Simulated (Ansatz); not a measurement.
Crystal: ZrS.

```
CELL_PARAMETERS angstrom
0.00000 2.62500 2.62500
2.62500 0.00000 2.62500
2.62500 2.62500 0.00000
ATOMIC_POSITIONS crystal
Zr 0.00000 0.00000 0.00000
S 0.50000 0.50000 0.50000
```

| Item | Value |
| --- | --- |
| Program | Ansatz 0.2.0 |
| Task | relaxation of cell and atoms |
| Functional | PBEsol |
| Potentials or basis | all-electron LAPW, scalar-relativistic |
| Basis error allowed | 0.001 eV/atom |
| k mesh | 9 × 9 × 9 |
| Occupations | fermi-dirac, width 0.05 eV |
| Spin | no spin polarisation |

At the start: volume 18.09 Å³/atom.

Question: How do energy, volume and symmetry change on relaxing?

Answer: Over 5 steps the energy falls by 18.0 meV/atom and the volume is 17.23 Å³/atom (-4.7 %); space group Fm-3m (No. 225, to 0.05 Å).

Step by step:
```
step  energy change (eV)  largest force (eV/Å)  volume (Å³)
   1              0.0000                0.0000        36.18
   2             -0.0199                0.0000        33.40
   3             -0.0358                0.0000        34.56
   4             -0.0360                0.0000        34.47
   5             -0.0360                0.0000        34.47
```

Final structure:
```
CELL_PARAMETERS angstrom
0.00000 2.58299 2.58299
2.58299 0.00000 2.58299
2.58299 2.58299 0.00000
ATOMIC_POSITIONS crystal
Zr 0.00000 0.00000 0.00000
S 0.50000 0.50000 0.50000
```
